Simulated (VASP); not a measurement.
Runs of VASP 6.6.1 on C. All rows change the cell; the cell of one of them follows. Symmetry: Fmmm, No. 69, orthorhombic system. The conventional cell has a = 2.456 Å, b = 4.254 Å, c = 6.495 Å, α = 90.00°, β = 90.00°, γ = 90.00°. C (site symmetry m2m) has 3 C at 1.42 Å as nearest neighbours. This isn't the form of C at room conditions, which is graphite.

| cell | gap on the mesh (eV) | pressure (GPa) | largest force (eV/Å) |
| --- | --- | --- | --- |
| strain +0.000 along x and y, -0.030 along z, atoms carried along | (a) | (c) | 0.04 |
| strain -0.015 along x and y, +0.030 along z, atoms carried along | 0.57 | 14.3 | 0.02 |
| strain -0.030 along x and y, +0.000 along z, atoms carried along | (b) | 30.9 | 0.03 |
| strain -0.015 along x and y, +0.000 along z, atoms carried along | 0.44 | 15.0 | 0.03 |

Alike in all rows: task single point; level r2SCAN; potentials or basis VASP PAW PBE potentials, release 64 (C); no spin polarisation; k mesh 14 × 14 × 14; cutoff (eV) 520; smearing gaussian 0.05 eV.

Task: Estimate the missing entries.

Result: (a) 0.22; (b) 0.51; (c) 1.6.

Caveats: the PAW data sets were made with another functional, which shifts forces and pressure a little (some runs); so large a pressure means that the cell lies far from this level's equilibrium, or that cutoff or potentials fall short (some runs); the potentials were made for another functional, which shifts forces and pressure (some runs).

A k mesh can miss the band edges.
